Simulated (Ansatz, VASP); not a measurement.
## MgSe in VASP and in Ansatz

```
Mg Se
1.0
     0.00000    2.58922    2.58922
     2.58922    0.00000    2.58922
     2.58922    2.58922    0.00000
Mg Se
1 1
Direct
  0.00000 0.00000 0.00000
  0.50000 0.50000 0.50000
```

Change from the starting cell: strain -0.050 along x and y, -0.050 along z, atoms carried along.

Alike in both runs: task single point; functional PBEsol; k mesh 8 × 8 × 8; occupations gaussian, width 0.05 eV; no spin polarisation.

|  | VASP | Ansatz |
| --- | --- | --- |
| version | VASP 6.6.1 | Ansatz 0.2.0 |
| potentials or method | VASP PAW PBE potentials, release 64 (Mg, Se) | scalar-relativistic, plane waves, PAW |
| plane-wave cutoff (eV) | 520 | 420 |
| valence electrons in the cell | 8 | 26 |

```csv
,VASP,Ansatz,Ansatz less VASP
gap on the k mesh at the Fermi level (eV),2.00,2.01,+0.008
least direct gap on the mesh (eV),3.65,3.64,-0.010
pressure (GPa),13.7,13.6,-0.07
```

The two sets of potentials don't hold the same shells in valence.

Caveats: the PAW data sets were made with another functional, which shifts forces and pressure a little (VASP). A k mesh can miss the band edges.
